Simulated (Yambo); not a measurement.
# BN (R3m) in Yambo: convergence with bands in self energy

Aim: find how far bands in self energy must go before the results for BN settle, at PBEsol. This setting moves, with any that are tied to it; all else stays.

Everything below comes from runs of Yambo 5.3.0. Logs are shortened: lines on timing, memory, paths and dates and some standing lists are left out, and cuts for length are marked.

### Step 1. The crystal as given

Symmetry: R3m, No. 160, trigonal system. The conventional cell has a = 2.502 Å, b = 2.502 Å, c = 10.119 Å, α = 90.00°, β = 90.00°, γ = 120.00°. N (site symmetry 3m) has 3 B at 1.44 Å as nearest neighbours. B (site symmetry 3m) is surrounded by 3 N at 1.44 Å.

The cell is a database's computed one.

### Step 2. With bands in self energy 24

Input file g0w03.in:

```
gw0
dyson
el_el_corr
rim_cut
HF_and_locXC
ppa
em1d
RandQpts= 1000000
RandGvec= 50 RL
EXXRLvcs= 84 Ry
VXCRLvcs= 84 Ry
Chimod= "HARTREE"
% BndsRnXp
 1 | 154 |
%
NGsBlkXp= 12 Ry
% LongDrXp
 1 | 1 | 1 |
%
PPAPntXp= 27.21138 eV
% GbndRnge
 1 | 24 |
%
GTermKind= "none"
DysSolver= "n"
ExtendOut
% QPkrange
 1 | 1 | 3 | 6 |
 12 | 12 | 3 | 6 |
 13 | 13 | 3 | 6 |
%
```

Input file scf.in:

```
&CONTROL
  calculation = 'scf'
  prefix = 'pwscf'
  outdir = './tmp'
  pseudo_dir = './pseudo'
/
&SYSTEM
  ibrav = 0
  nat = 2
  ntyp = 2
  ecutwfc = 84
  nbnd = 9
  occupations = 'smearing'
  smearing = 'fd'
  degauss = 0.00367493
  force_symmorphic = .true.
/
&ELECTRONS
  conv_thr = 4d-10
  electron_maxstep = 120
  mixing_beta = 0.5
/
ATOMIC_SPECIES
N     14.0070 N.upf
B     10.8100 B.upf
CELL_PARAMETERS angstrom
   1.2511217832    0.7223354983    3.3729344033
  -1.2511217832    0.7223354983    3.3729344033
   0.0000000000   -1.4446709966    3.3729344033
ATOMIC_POSITIONS crystal
N      0.6672382000    0.6672382000    0.6672382000
B      0.0003288000    0.0003288000    0.0003288000
K_POINTS automatic
12 12 12 0 0 0
```

Input file nscf.in:

```
&CONTROL
  calculation = 'nscf'
  prefix = 'pwscf'
  outdir = './tmp'
  pseudo_dir = './pseudo'
/
&SYSTEM
  ibrav = 0
  nat = 2
  ntyp = 2
  ecutwfc = 84
  nbnd = 154
  occupations = 'fixed'
  force_symmorphic = .true.
/
&ELECTRONS
  conv_thr = 1d-08
  diago_full_acc = .true.
  diago_thr_init = 1d-06
/
ATOMIC_SPECIES
N     14.0070 N.upf
B     10.8100 B.upf
CELL_PARAMETERS angstrom
   1.2511217832    0.7223354983    3.3729344033
  -1.2511217832    0.7223354983    3.3729344033
   0.0000000000   -1.4446709966    3.3729344033
ATOMIC_POSITIONS crystal
N      0.6672382000    0.6672382000    0.6672382000
B      0.0003288000    0.0003288000    0.0003288000
K_POINTS automatic
6 6 6 0 0 0
```

Potentials or basis: PseudoDojo 0.4.1 SR PBEsol standard.

Run with:

```console
$ OMP_NUM_THREADS=1 pw.x -in scf.in > scf.out
$ OMP_NUM_THREADS=1 pw.x -in nscf.in > nscf.out
$ cd tmp/pwscf.save; p2y; mv SAVE ../..; cd ../..
$ OMP_NUM_THREADS=1 yambo
$ mkdir -p g0w03; ln -s $PWD/g0w00/ndb.pp* g0w03/
$ mkdir -p g0w03; ln -s $PWD/g0w00/ndb.RIM g0w03/
$ OMP_NUM_THREADS=1 yambo -F g0w03.in -J g0w03 -C g0w03_out
```

Yambo's report:

```text
[... sections 02.01 to 02.04 as in the set-up run ...]

  [02.05] Energies & Occupations
  ==============================

  [X] === General ===
  [X] Electronic Temperature                        :  0.000000  0.000000 [eV K]
  [X] Bosonic    Temperature                        :  0.000000  0.000000 [eV K]
  [X] Finite Temperature mode                       : no
  [X] El. density                                   :  0.43741E+24 [cm-3]
  [X] Fermi Level                                   :  4.476210 [eV]

  [X] === Gaps and Widths ===
  [X] Conduction Band Min                           :  4.205619 [eV]
  [X] Valence Band Max                              :  0.000000 [eV]
  [X] Filled Bands                                  :   4
  [X] Empty Bands                                   :    5  154
  [X] Direct Gap                                    :  4.654882 [eV]
  [X] Direct Gap localized at k                     :  12
  [X] Indirect Gap                                  :  4.205619 [eV]
  [X] Indirect Gap between kpts                     :  12  13
  [X] Last valence band width                       :  3.896345 [eV]
  [X] 1st conduction band width                     :  5.755653 [eV]

 [03] Transferred momenta grid and indexing
 ==========================================

 IBZ Q-points                                      :   32
 BZ  Q-points                                      :  216

 K/Q-points units:
 rlu = crystal or reduced units; cc = cartesian coordinates; iku = interal k-units

 Q [ 1]         [rlu]:  0.000000  0.000000  0.000000
 Q [ 2]         [rlu]:  0.65790E-17  0.65790E-17  0.16667
 Q [ 3]         [rlu]:  0.13158E-16  0.13158E-16  0.33333
 Q [ 4]         [rlu]: -0.34116E-16 -0.34116E-16 -0.50000
 Q [ 5]         [rlu]:  0.83148E-16  0.16667      0.16667
 Q [ 6]         [rlu]:  0.89627E-16  0.16667      0.33333
 Q [ 7]         [rlu]:  0.82228E-16  0.16667      0.50000
 Q [ 8]         [rlu]:  0.14238E-16  0.16667     -0.33333
 Q [ 9]         [rlu]:  0.97890E-17  0.16667     -0.16667
 Q [10]         [rlu]: -0.26422E-17  0.33333      0.33333
 Q [11]         [rlu]: -0.96404E-17  0.33333      0.50000
 Q [12]         [rlu]:  0.14752E-17  0.33333     -0.33333
 Q [13]         [rlu]: -0.17845E-15 -0.50000     -0.50000
 Q [14]         [rlu]:  0.166667  0.166667  0.166667
 Q [15]         [rlu]:  0.166667  0.166667  0.333333
[... 15 lines left out ...]
 Q [31]         [rlu]:  0.333333  0.500000  0.666667
 Q [32]         [rlu]: -0.500000 -0.500000 -0.500000

 [04] Coloumb potential Random Integration (RIM)
 ===============================================

 Summary of Coulomb integrals for non-metallic bands |Q|[au] RIM/Bare

 Q [1] 0.100000E-4 0.974872 * Q [14] 0.164294 0.884626
 Q [2] 0.261521 1.105854 * Q [5] 0.278192 1.082096
[... 102 lines left out ...]

  [  GW  ] Bands range     :   1  24
  [GW/PPA] G damping       :  0.100000 [eV]

  QP @ state[ 1 ] K range:  1  1
  QP @ state[ 1 ] b range:   3   6
  QP @ state[ 2 ] K range:  12  13
  QP @ state[ 2 ] b range:   3   6
[... 115 lines left out ...]
   :: Time ordering fails/rest    :  0.499391
   :: Mean rel dev of PP cond     :  0.215075
   Current Q-pt index             :  30
   :: PP condition fails/total    :  0.217664
   :: Time ordering fails/rest    :  0.499253
   :: Mean rel dev of PP cond     :  0.217625
   Current Q-pt index             :  31
   :: PP condition fails/total    :  0.217026
   :: Time ordering fails/rest    :  0.500611
   :: Mean rel dev of PP cond     :  0.216989
   Current Q-pt index             :   32
   :: PP condition fails/total    :  0.216601
   :: Time ordering fails/rest    :  0.498440
   :: Mean rel dev of PP cond     :  0.216571

  [08.02] QP properties and I/O
  =============================

  Legend (energies in eV)
  - B  : Band       - Eo  : bare energy
  - E  : QP energy  - Z   : Renormalization factor
  - So : Sc(Eo)     - S   : Sc(E)
  - dSp: Sc derivative precision

  - lXC: Local XC (Perdew, Burke & Ernzerhof SOL(X)+Perdew, Burke & Ernzerhof SOL(C))
  -nlXC: non-Local XC (Hartree-Fock)

  QP [eV] @ K [1] (iku):  0.000000  0.000000  0.000000
   B=3 Eo= -1.26 E= -1.99 E-Eo= -0.73 Re(Z)=0.81 Im(Z)=-0.102954E-2 nlXC= -22.7639 lXC= -18.2237 So=  3.63956
   B=4 Eo= -1.26 E= -1.99 E-Eo= -0.73 Re(Z)=0.81 Im(Z)=-0.102944E-2 nlXC= -22.7639 lXC= -18.2237 So=  3.64075
   B=5 Eo=  5.00 E=  5.55 E-Eo=  0.55 Re(Z)=0.85 Im(Z)=-0.878805E-3 nlXC= -4.38890 lXC= -8.67711 So= -3.64004
   B=6 Eo= 11.75 E= 13.91 E-Eo=  2.16 Re(Z)=0.84 Im(Z)= 0.188958E-2 nlXC= -7.42639 lXC= -14.3192 So= -4.30325

  QP [eV] @ K [12] (iku): -0.44932      0.77825     -0.71868E-16
   B=3 Eo= -7.11 E= -8.67 E-Eo= -1.56 Re(Z)=0.78 Im(Z)=-0.691106E-2 nlXC= -22.6782 lXC= -15.9309 So=  4.75689
   B=4 Eo=  0.00 E= -0.50 E-Eo= -0.50 Re(Z)=0.81 Im(Z)=-0.104931E-2 nlXC= -19.7705 lXC= -16.3894 So=  2.75842
   B=5 Eo=  4.65 E=  5.74 E-Eo=  1.08 Re(Z)=0.83 Im(Z)=-0.976888E-3 nlXC= -5.75007 lXC= -11.0560 So= -4.00473
   B=6 Eo= 12.18 E= 13.22 E-Eo=  1.03 Re(Z)=0.84 Im(Z)=-0.269383E-3 nlXC= -3.77796 lXC= -9.33213 So= -4.32154

  QP [eV] @ K [13] (iku):  0.673982  0.389124 -0.333333
   B=3 Eo= -4.13 E= -5.13 E-Eo= -1.00 Re(Z)=0.80 Im(Z)=-0.106034E-2 nlXC= -22.6765 lXC= -17.2343 So=  4.19283
   B=4 Eo= -1.19 E= -1.92 E-Eo= -0.74 Re(Z)=0.81 Im(Z)=-0.109541E-2 nlXC= -18.9426 lXC= -15.1458 So=  2.88341
   B=5 Eo=  4.21 E=  5.19 E-Eo=  0.98 Re(Z)=0.84 Im(Z)=-0.933654E-3 nlXC= -5.95586 lXC= -10.7675 So= -3.64020
   B=6 Eo=  9.93 E= 11.38 E-Eo=  1.45 Re(Z)=0.83 Im(Z)=-0.156436E-2 nlXC= -6.86823 lXC= -13.0465 So= -4.43922

  [WR./g0w03//ndb.QP]-------------------------------------------------------------
   Lattice constants                                :  6.373922  6.373922  6.373922
   Coulomb cutoff potential                         : none
   Electronic Temperature                           :  0.000000 [K]
   Bosonic    Temperature                           :  0.000000 [K]
   Green`s function   energies                      : Perdew, Burke & Ernzerhof SOL(X)+Perdew, Burke & Ernzerhof SOL(C)
   wavefunctions                                    : Perdew, Burke & Ernzerhof SOL(X)+Perdew, Burke & Ernzerhof SOL(C)
   PPA    diel. fun.  energies                      : Perdew, Burke & Ernzerhof SOL(X)+Perdew, Burke & Ernzerhof SOL(C)
   wavefunctions                                    : Perdew, Burke & Ernzerhof SOL(X)+Perdew, Burke & Ernzerhof SOL(C)
   QP tot states                                    :  12
   GW solver                                        : Newton
   GW approximation                                 : PPA
   PPA imaginary Energy                             :  27.21138 ev
   RIM G`s                                          :   53
   RIM random pts                                   :  1000000
   dS/dw steps                                      :  2
   dS/dw step                                       :  0.100000 ev
   X G`s                                            :   97 used
   X G`s                                            :   97 disk
   X bands                                          :    1  154
   X poles                                          :  100.0000 o/o
   X e/h E range                                    : -1.000000 -1.000000 ev
   X Hxc Kernel                                     : HARTREE
   X BZ energy Double Grid                          : no
   X Optical Averaged directions                    : none
   Sc/G bands                                       :   1  24
   Sc/G damping                                     :  0.100000 ev
   Sc bands terminator                              : no
   Sx RL components                                 :  1591

   QP @ state[ 1 ] K range                          :  1  1
   QP @ state[ 1 ] b range                          :   3   6
   QP @ state[ 2 ] K range                          :  12  13
   QP @ state[ 2 ] b range                          :   3   6
   GF energies kind                                 : Perdew, Burke & Ernzerhof SOL(X)+Perdew, Burke & Ernzerhof SOL(C)
   GF WF`s kind                                     : Perdew, Burke & Ernzerhof SOL(X)+Perdew, Burke & Ernzerhof SOL(C)
   Xs energies kind                                 : Perdew, Burke & Ernzerhof SOL(X)+Perdew, Burke & Ernzerhof SOL(C)
   Xs WF`s kind                                     : Perdew, Burke & Ernzerhof SOL(X)+Perdew, Burke & Ernzerhof SOL(C)
```

o-g0w03.qp:

```text
# GW solver                                       : Newton
# GW approximation                                : PPA
# PPA imaginary Energy                            :   27.2113800    [ev]
[... 41 lines left out ...]
        13                  5                 4.205619           5.189962           0.984344          -10.76754          -5.955856          -3.640198          -3.827339          -5.172938           0.840263          -0.933654E-3       -11.75396           55.99914
        13                  6                 9.928929           11.37833           1.449398          -13.04647          -6.868228          -4.439225          -4.728848          -5.436717           0.833472          -0.001564          -17.42177           37.78100
#
```

Results:

```
Band gap on the k mesh, mean-field level          : 4.21 eV, indirect (least direct gap 4.65 eV)
Quasiparticle gap                                 : 5.69 eV
Least direct quasiparticle gap                    : 6.24 eV
Quasiparticle gap at Γ                            : 7.55 eV
Band gap of the same states before the correction : 4.21 eV
```

### Step 3. With bands in self energy 44

Input file g0w04.in:

```
gw0
dyson
el_el_corr
rim_cut
HF_and_locXC
ppa
em1d
RandQpts= 1000000
RandGvec= 50 RL
EXXRLvcs= 84 Ry
VXCRLvcs= 84 Ry
Chimod= "HARTREE"
% BndsRnXp
 1 | 154 |
%
NGsBlkXp= 12 Ry
% LongDrXp
 1 | 1 | 1 |
%
PPAPntXp= 27.21138 eV
% GbndRnge
 1 | 44 |
%
GTermKind= "none"
DysSolver= "n"
ExtendOut
% QPkrange
 1 | 1 | 3 | 6 |
 12 | 12 | 3 | 6 |
 13 | 13 | 3 | 6 |
%
```

scf.in is that of step 2.

nscf.in is that of step 2.

Potentials or basis: PseudoDojo 0.4.1 SR PBEsol standard.

Run with:

```console
$ OMP_NUM_THREADS=1 pw.x -in scf.in > scf.out
$ OMP_NUM_THREADS=1 pw.x -in nscf.in > nscf.out
$ cd tmp/pwscf.save; p2y; mv SAVE ../..; cd ../..
$ OMP_NUM_THREADS=1 yambo
$ mkdir -p g0w04; ln -s $PWD/g0w00/ndb.pp* g0w04/
$ mkdir -p g0w04; ln -s $PWD/g0w00/ndb.RIM g0w04/
$ OMP_NUM_THREADS=1 yambo -F g0w04.in -J g0w04 -C g0w04_out
```

Results (log left out):

| Item | Value |
| --- | --- |
| Band gap on the k mesh, mean-field level | 4.21 eV, indirect (least direct gap 4.65 eV) |
| Quasiparticle gap | 5.77 eV |
| Least direct quasiparticle gap | 6.30 eV |
| Quasiparticle gap at Γ | 7.75 eV |
| Band gap of the same states before the correction | 4.21 eV |

### Step 4. With bands in self energy 84

Input file g0w05.in:

```
gw0
dyson
el_el_corr
rim_cut
HF_and_locXC
ppa
em1d
RandQpts= 1000000
RandGvec= 50 RL
EXXRLvcs= 84 Ry
VXCRLvcs= 84 Ry
Chimod= "HARTREE"
% BndsRnXp
 1 | 154 |
%
NGsBlkXp= 12 Ry
% LongDrXp
 1 | 1 | 1 |
%
PPAPntXp= 27.21138 eV
% GbndRnge
 1 | 84 |
%
GTermKind= "none"
DysSolver= "n"
ExtendOut
% QPkrange
 1 | 1 | 3 | 6 |
 12 | 12 | 3 | 6 |
 13 | 13 | 3 | 6 |
%
```

scf.in is that of step 3.

nscf.in is that of step 3.

Run with:

```console
$ OMP_NUM_THREADS=1 pw.x -in scf.in > scf.out
$ OMP_NUM_THREADS=1 pw.x -in nscf.in > nscf.out
$ cd tmp/pwscf.save; p2y; mv SAVE ../..; cd ../..
$ OMP_NUM_THREADS=1 yambo
$ mkdir -p g0w05; ln -s $PWD/g0w00/ndb.pp* g0w05/
$ mkdir -p g0w05; ln -s $PWD/g0w00/ndb.RIM g0w05/
$ OMP_NUM_THREADS=1 yambo -F g0w05.in -J g0w05 -C g0w05_out
```

Results (log left out):

```
Band gap on the k mesh, mean-field level          : 4.21 eV, indirect (least direct gap 4.65 eV)
Quasiparticle gap                                 : 5.83 eV
Least direct quasiparticle gap                    : 6.36 eV
Quasiparticle gap at Γ                            : 7.87 eV
Band gap of the same states before the correction : 4.21 eV
```

### Step 5. With bands in self energy 154

Input file g0w01.in:

```
gw0
dyson
el_el_corr
rim_cut
HF_and_locXC
ppa
em1d
RandQpts= 1000000
RandGvec= 50 RL
EXXRLvcs= 84 Ry
VXCRLvcs= 84 Ry
Chimod= "HARTREE"
% BndsRnXp
 1 | 154 |
%
NGsBlkXp= 12 Ry
% LongDrXp
 1 | 1 | 1 |
%
PPAPntXp= 27.21138 eV
% GbndRnge
 1 | 154 |
%
GTermKind= "none"
DysSolver= "n"
ExtendOut
% QPkrange
 1 | 1 | 3 | 6 |
 12 | 12 | 3 | 6 |
 13 | 13 | 3 | 6 |
%
```

scf.in is that of step 4.

nscf.in is that of step 4.

Run with:

```console
$ OMP_NUM_THREADS=1 pw.x -in scf.in > scf.out
$ OMP_NUM_THREADS=1 pw.x -in nscf.in > nscf.out
$ cd tmp/pwscf.save; p2y; mv SAVE ../..; cd ../..
$ OMP_NUM_THREADS=1 yambo
$ mkdir -p g0w01; ln -s $PWD/g0w00/ndb.pp* g0w01/
$ mkdir -p g0w01; ln -s $PWD/g0w00/ndb.RIM g0w01/
$ OMP_NUM_THREADS=1 yambo -F g0w01.in -J g0w01 -C g0w01_out
```

It converged, with:

| Property | Result |
| --- | --- |
| Band gap on the k mesh, mean-field level | 4.21 eV, indirect (least direct gap 4.65 eV) |
| Quasiparticle gap | 5.86 eV |
| Least direct quasiparticle gap | 6.39 eV |
| Quasiparticle gap at Γ | 7.92 eV |
| Band gap of the same states before the correction | 4.21 eV |

### Step 6. Result

| bands in self energy | quasiparticle gap at the points computed (eV) |
| --- | --- |
| 24 | 5.693 |
| 44 | 5.770 |
| 84 | 5.833 |
| 154 | 5.861 |

Against the tightest run, the quasiparticle gap at the points computed stays within 0.05 eV from 84 on. The tightest run that finished is the yardstick and may itself not be fully converged.

Caveats: all runs use coarse meshes; this version prints the column dSc/dw multiplied by 27.2.
